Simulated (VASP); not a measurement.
# Hf (P6_3/mmc) in VASP: further runs, part 2 of 2

VASP 6.6.1.

### Step 3. Relaxation of cell and atoms, r2SCAN

This run uses another cell than the first one, of 22.23 Å³/atom, 0.993 times its volume.

File INCAR:

```
ALGO = Normal
EDIFF = 1E-7
EDIFFG = -0.005
ENCUT = 600
IBRION = 2
ISIF = 3
ISMEAR = 1
LASPH = T
LCHARG = F
LMIXTAU = T
LREAL = F
LWAVE = F
METAGGA = R2SCAN
NELM = 80
NSW = 90
PREC = Accurate
SIGMA = 0.1
```

File KPOINTS:

```
k-points
0
Gamma
  15 15 7
```

File POSCAR:

```
Hf                                      
1.0
    3.1932392323      0.0000000000     -0.0000000000
   -1.5966196161      2.7654262956     -0.0000000000
    0.0000000000      0.0000000000      5.0345690005
  Hf            
     2
Direct
     0.3333333332999970    0.6666666667000030    0.2500000000000000
     0.6666666667000030    0.3333333332999970    0.7500000000000000
```

Potentials or basis: VASP PAW PBE potentials, release 64 (Hf_pv).

Run with:

```sh
$ cat potpaw_PBE.64/Hf_pv/POTCAR > POTCAR
$ mpirun -np 1 vasp_std > vasp.out
```

OUTCAR:

```text
EDIFF = 1E-7
   EDIFFG = -0.005
   ENCUT = 600
   IBRION = 2
   ISIF = 3
   ISMEAR = 1
   LASPH = T
   LREAL = F
   METAGGA = R2SCAN
   NELM = 80
   NSW = 90
   PREC = Accurate

 ion  position               nearest neighbor table
   1  0.333  0.667  0.250-   2 3.12   2 3.12   2 3.12   2 3.12   2 3.12   2 3.12
   2  0.667  0.333  0.750-   1 3.12   1 3.12   1 3.12   1 3.12   1 3.12   1 3.12

  LATTYP: Found a hexagonal cell.
 ALAT       =     3.1932392323
 C/A-ratio  =     1.5766338299

  Lattice vectors:

 A1 = (   3.1932392323,   0.0000000000,   0.0000000000)
 A2 = (  -1.5966196161,   2.7654262956,   0.0000000000)
 A3 = (   0.0000000000,   0.0000000000,   5.0345690005)

Analysis of symmetry for initial positions (statically):
=====================================================================
 Subroutine PRICEL returns:
 Original cell was already a primitive cell.

 Routine SETGRP: Setting up the symmetry group for a
 hexagonal supercell.

 Subroutine GETGRP returns: Found 24 space group operations
 (whereof 12 operations were pure point group operations)
 out of a pool of 24 trial point group operations.

The static configuration has the point symmetry D_3d.
 The point group associated with its full space group is D_6h.

Analysis of symmetry for dynamics (positions and initial velocities):
=====================================================================
 Subroutine PRICEL returns:
 Original cell was already a primitive cell.

 Routine SETGRP: Setting up the symmetry group for a
 hexagonal supercell.

 Subroutine GETGRP returns: Found 24 space group operations
 (whereof 12 operations were pure point group operations)
 out of a pool of 24 trial point group operations.

The dynamic configuration has the point symmetry D_3d.
 The point group associated with its full space group is D_6h.

 Subroutine INISYM returns: Found 24 space group operations
 (whereof 12 operations are pure point group operations),
[... 141 lines left out ...]
  ---------------------------------------------------
  ext. energy  EPLUGINS =         0.00000000
  ---------------------------------------------------
  free energy    TOTEN  =       -90.30116340 eV

  energy without entropy =      -90.30078921  energy(sigma->0) =      -90.30103867

------------------------ aborting loop because EDIFF is reached ----------------------------------------

  FORCE on cell =-STRESS in cart. coord.  units (eV):
  Direction    XX          YY          ZZ          XY          YZ          ZX
  --------------------------------------------------------------------------------------
  -------------------------------------------------------------------------------------
  Total        0.0158354      0.0158354     -0.0023790      0.0000000      0.0000000      0.0000000
  in kB        0.5706689      0.5706689     -0.0857325      0.0000000      0.0000000      0.0000000
  external PRESSURE =       0.3518684 kB  Pullay stress =       0.0000000 kB
[... 95 lines left out ...]
--------------------------------------- Ionic step        4  -------------------------------------------

 number of electron      20.0000000 magnetization

 Free energy of the ion-electron system (eV)
  ---------------------------------------------------
  ext. energy  EPLUGINS =         0.00000000
  ---------------------------------------------------
  free energy    TOTEN  =       -90.30116779 eV

  energy without entropy =      -90.30079819  energy(sigma->0) =      -90.30104459

 E-fermi :   4.8763     XC(G=0): -12.1835

 val. band max:        4.8751654270   @ k =   0.3333   0.2000   0.4286
 cond. band min:       4.9153833527   @ k =   0.0667  -0.0000   0.1429
 fundamental gap:      0.0402179257
 Fermi energy:         4.8762502399

 k-point     1 :       0.0000    0.0000    0.0000
  band No.  band energies     occupation
      1     -27.3771      2.00000
      2     -26.5906      2.00000
      3     -26.5906      2.00000
      4     -26.4588      2.00000
      5     -26.4568      2.00000
      6     -26.4568      2.00000
      7      -2.9005      2.00000
      8       1.0178      2.00000
      9       5.3293     -0.00000
     10       6.1991     -0.00000
     11       6.1991     -0.00000
     12       6.5485     -0.00000
     13       7.0888      0.00000
     14       7.0888      0.00000
[... 377 lines left out ...]
      1     -27.1254      2.00000
      2     -26.9733      2.00000
      3     -26.9262      2.00000
      4     -26.8792      2.00000
      5     -26.7419      2.00000
      6     -26.6804      2.00000
      7       2.1314      2.00000
      8       2.6288      2.00000
      9       2.7772      2.00000
     10       3.4483      2.00000
     11       5.3789     -0.00000
     12       5.5942     -0.00000
     13       6.9248      0.00000
     14      10.2610      0.00000

 [... further k-points ...]

------------------------ aborting loop because EDIFF is reached ----------------------------------------

  FORCE on cell =-STRESS in cart. coord.  units (eV):
  Direction    XX          YY          ZZ          XY          YZ          ZX
  --------------------------------------------------------------------------------------
  -------------------------------------------------------------------------------------
  Total       -0.0004239     -0.0004239     -0.0095180     -0.0000000      0.0000000     -0.0000000
  in kB       -0.0152710     -0.0152710     -0.3428597     -0.0000000      0.0000000     -0.0000000
  external PRESSURE =      -0.1244673 kB  Pullay stress =       0.0000000 kB
[... 17 lines left out ...]
  FREE ENERGIE OF THE ION-ELECTRON SYSTEM (eV)
  ---------------------------------------------------
  free  energy   TOTEN  =       -90.3011677908 eV

  energy  without entropy=      -90.3007981935  energy(sigma->0) =      -90.30104459

 reached required accuracy - stopping structural energy minimisation
```

Wall time 7.3 min (1 thread of Intel Xeon 6975P-C (Granite Rapids), shared host); peak memory 0.24 GiB.

Results:

```yaml
Free_energy: -90.3012 eV
Relaxed_volume: 22.24 Å³/atom
Relaxed_cell: a = 3.194 Å, b = 3.194 Å, c = 5.034 Å, α = 90.00°, β = 90.00°, γ = 120.00°
Space_group_after_relaxing_to_0.05_Å: P6_3/mmc (No. 194)
Energy_gained_by_relaxing: 0.0 meV/atom
Ionic_steps: 4
Pressure_after_relaxing: 0.0 GPa
Band_gap_on_the_k_mesh: none (metal or under the smearing width)
```

Final structure:
```xyz
2
Lattice="3.1940 0.0000 0.0000 -1.5970 2.7661 0.0000 0.0000 0.0000 5.0344" Properties=species:S:1:pos:R:3 pbc="T T T"
Hf    0.0000    1.8440    1.2586
Hf    1.5970    0.9220    3.7758
```

Levels at points of the mesh, in eV from the Fermi level:
```
           k point  band 7  band 8  band 9  band 10  band 11  band 12  band 13  band 14
(0.00, 0.00, 0.00)   -7.78   -3.86    0.45     1.32     1.32     1.67     2.21     2.21
```

Caveat: the PAW data sets were made with another functional, which shifts forces and pressure a little.

### Step 4. Relaxation of shape and atoms at fixed volume, r2SCAN (a relaxed cell with its volume scaled by 0.94)

File INCAR:

```
ALGO = Normal
EDIFF = 1E-7
EDIFFG = -0.01
ENCUT = 600
IBRION = 2
ISIF = 4
ISMEAR = 1
LASPH = T
LCHARG = F
LMIXTAU = T
LREAL = F
LWAVE = F
METAGGA = R2SCAN
NELM = 80
NSW = 40
PREC = Accurate
SIGMA = 0.1
```

KPOINTS is that of step 3.

File POSCAR:

```
Hf                                      
1.0
    3.1287670129      0.0000000000      0.0000000000
   -1.5643835064      2.7095917157      0.0000000000
    0.0000000000      0.0000000000      4.9316246862
  Hf            
     2
Direct
     0.3333333332999970    0.6666666667000030    0.2500000000000000
     0.6666666667000030    0.3333333332999970    0.7500000000000000
```

Potentials or basis: VASP PAW PBE potentials, release 64 (Hf_pv).

Run with:

```sh
$ cat potpaw_PBE.64/Hf_pv/POTCAR > POTCAR
$ mpirun -np 1 vasp_std > vasp.out
```

OUTCAR:

```text
EDIFF = 1E-7
   EDIFFG = -0.01
   ENCUT = 600
   IBRION = 2
   ISIF = 4
   ISMEAR = 1
   LASPH = T
   LREAL = F
   METAGGA = R2SCAN
   NELM = 80
   NSW = 40
   PREC = Accurate

 ion  position               nearest neighbor table
   1  0.333  0.667  0.250-   2 3.06   2 3.06   2 3.06   2 3.06   2 3.06   2 3.06
   2  0.667  0.333  0.750-   1 3.06   1 3.06   1 3.06   1 3.06   1 3.06   1 3.06

  LATTYP: Found a hexagonal cell.
 ALAT       =     3.1287670129
 C/A-ratio  =     1.5762198546

  Lattice vectors:

 A1 = (   3.1287670129,   0.0000000000,   0.0000000000)
 A2 = (  -1.5643835064,   2.7095917157,   0.0000000000)
 A3 = (   0.0000000000,   0.0000000000,   4.9316246862)

Analysis of symmetry for initial positions (statically):
=====================================================================
 Subroutine PRICEL returns:
 Original cell was already a primitive cell.

 Routine SETGRP: Setting up the symmetry group for a
 hexagonal supercell.

 Subroutine GETGRP returns: Found 24 space group operations
 (whereof 12 operations were pure point group operations)
 out of a pool of 24 trial point group operations.

The static configuration has the point symmetry D_3d.
 The point group associated with its full space group is D_6h.

Analysis of symmetry for dynamics (positions and initial velocities):
=====================================================================
 Subroutine PRICEL returns:
 Original cell was already a primitive cell.

 Routine SETGRP: Setting up the symmetry group for a
 hexagonal supercell.

 Subroutine GETGRP returns: Found 24 space group operations
 (whereof 12 operations were pure point group operations)
 out of a pool of 24 trial point group operations.

The dynamic configuration has the point symmetry D_3d.
 The point group associated with its full space group is D_6h.

 Subroutine INISYM returns: Found 24 space group operations
 (whereof 12 operations are pure point group operations),
 and found     1 'primitive' translations

----------------------------------------------------------------------------------------

[... 129 lines left out ...]
 NGX is ok and might be reduce to    28
   NGX = 13   NGY = 13   NGZ = 19

 number of electron      20.0000000 magnetization

 Free energy of the ion-electron system (eV)
  ---------------------------------------------------
  ext. energy  EPLUGINS =         0.00000000
  ---------------------------------------------------
  free energy    TOTEN  =       -90.24033065 eV

  energy without entropy =      -90.24043039  energy(sigma->0) =      -90.24036389

 E-fermi :   5.3260     XC(G=0): -12.4993

 val. band max:        5.3040068100   @ k =   0.0000   0.0000   0.2857
 cond. band min:       5.3406617275   @ k =   0.1333   0.0000   0.4286
 fundamental gap:      0.0366549175
 Fermi energy:         5.3260209886

 k-point     1 :       0.0000    0.0000    0.0000
  band No.  band energies     occupation
      1     -26.9032      2.00000
      2     -25.9413      2.00000
      3     -25.9413      2.00000
      4     -25.7797      2.00000
      5     -25.7797      2.00000
      6     -25.7782      2.00000
      7      -2.6662      2.00000
      8       1.2489      2.00000
      9       6.0191     -0.00000
     10       6.6465     -0.00000
     11       6.6465     -0.00000
     12       7.0302     -0.00000
     13       7.6151      0.00000
     14       7.6151      0.00000
[... 377 lines left out ...]
      1     -26.6035      2.00000
      2     -26.4156      2.00000
      3     -26.3498      2.00000
      4     -26.2983      2.00000
      5     -26.1244      2.00000
      6     -26.0542      2.00000
      7       2.5263      2.00000
      8       2.8320      2.00000
      9       3.0612      2.00000
     10       3.9359      2.00000
     11       5.8014     -0.00000
     12       6.0969     -0.00000
     13       7.4938      0.00000
     14      11.0439      0.00000

 [... further k-points ...]

------------------------ aborting loop because EDIFF is reached ----------------------------------------

  FORCE on cell =-STRESS in cart. coord.  units (eV):
  Direction    XX          YY          ZZ          XY          YZ          ZX
  --------------------------------------------------------------------------------------
  -------------------------------------------------------------------------------------
  Total        1.9799803      1.9799803      1.9953169      0.0000000      0.0000000     -0.0000000
  in kB       75.8759873     75.8759873     76.4637110      0.0000000      0.0000000     -0.0000000
  external PRESSURE =      76.0718952 kB  Pullay stress =       0.0000000 kB

 VOLUME and BASIS-vectors are now :
 -----------------------------------------------------------------------------
  energy-cutoff  :      600.00
  volume of cell :       41.81
      direct lattice vectors                 reciprocal lattice vectors
     3.128767013  0.000000000  0.000000000     0.319614722  0.184529646  0.000000000
    -1.564383506  2.709591716  0.000000000     0.000000000  0.369059292  0.000000000
     0.000000000  0.000000000  4.931624686     0.000000000  0.000000000  0.202772933

 POSITION                                       TOTAL-FORCE (eV/Angst)
 -----------------------------------------------------------------------------------
     -0.00000      1.80639      1.23291         0.000000     -0.000000      0.000000
      1.56438      0.90320      3.69872        -0.000000      0.000000      0.000000
 -----------------------------------------------------------------------------------
    total drift:                               -0.000000      0.000000     -0.000000

  FREE ENERGIE OF THE ION-ELECTRON SYSTEM (eV)
  ---------------------------------------------------
  free  energy   TOTEN  =       -90.2403306455 eV

  energy  without entropy=      -90.2404303912  energy(sigma->0) =      -90.24036389

 reached required accuracy - stopping structural energy minimisation
```

Wall time 3.7 min (1 thread of Intel Xeon 6975P-C (Granite Rapids), shared host); peak memory 0.23 GiB.

Results:

```
Free energy             : -90.2403 eV
Pressure after relaxing : 7.6 GPa
Band gap on the k mesh  : none (metal or under the smearing width)
```

Final structure:
```
Hf
1.0
     3.12877    0.00000    0.00000
    -1.56438    2.70959    0.00000
     0.00000    0.00000    4.93162
Hf
2
Direct
  0.33333 0.66667 0.25000
  0.66667 0.33333 0.75000
```

Caveat: the relaxation stopped at its first step, so nothing moved; the PAW data sets were made with another functional, which shifts forces and pressure a little. The run has no spin-orbit coupling, so splittings on Hf are missing.

### Step 5. Relaxation of shape and atoms at fixed volume, r2SCAN (a relaxed cell with its volume scaled by 0.96)

INCAR is that of step 4.

KPOINTS is that of step 4.

File POSCAR:

```
Hf                                      
1.0
    3.1508013093      0.0000000000      0.0000000000
   -1.5754006546      2.7286739762      0.0000000000
    0.0000000000      0.0000000000      4.9663555818
  Hf            
     2
Direct
     0.3333333332999970    0.6666666667000030    0.2500000000000000
     0.6666666667000030    0.3333333332999970    0.7500000000000000
```

Run with:

```sh
$ cat potpaw_PBE.64/Hf_pv/POTCAR > POTCAR
$ mpirun -np 1 vasp_std > vasp.out
```

It took 3.8 min on 1 thread of Intel Xeon 6975P-C (Granite Rapids), shared host; peak memory 0.23 GiB.

It converged, with:

* Free energy: -90.2749 eV
* Pressure after relaxing: 4.8 GPa
* Band gap on the k mesh: none (metal or under the smearing width)

Final structure:
```xyz
2
Lattice="3.1508 0.0000 0.0000 -1.5754 2.7287 0.0000 0.0000 0.0000 4.9664" Properties=species:S:1:pos:R:3 pbc="T T T"
Hf    0.0000    1.8191    1.2416
Hf    1.5754    0.9096    3.7248
```

Levels at points of the mesh, in eV from the Fermi level:
```
           k point  band 8  band 9  band 10  band 11  band 12  band 13
(0.00, 0.00, 0.00)   -4.00    0.61     1.32     1.32     1.69     2.26
```

Caveat: the relaxation stopped at its first step, so nothing moved; the PAW data sets were made with another functional, which shifts forces and pressure a little.

### Step 6. The runs side by side

```tsv
task	cell	gap on the mesh (eV)	pressure (GPa)
relaxation of cell and atoms	relaxed	none	0.0
relaxation of shape and atoms at fixed volume	atoms relaxed at fixed volume from: a relaxed cell with its volume scaled by 0.94	none	7.6
relaxation of shape and atoms at fixed volume	atoms relaxed at fixed volume from: a relaxed cell with its volume scaled by 0.96	none	4.8
```

Alike in all rows: level r2SCAN; potentials or basis VASP PAW PBE potentials, release 64 (Hf_pv); no spin polarisation; k mesh 15 × 15 × 7; cutoff (eV) 600; smearing methfessel-paxton 0.1 eV.

Caveats: the PAW data sets were made with another functional, which shifts forces and pressure a little; the relaxation stopped at its first step, so nothing moved (some runs).

Total energies depend on the potentials used, so only differences within one code and one set of settings carry meaning.
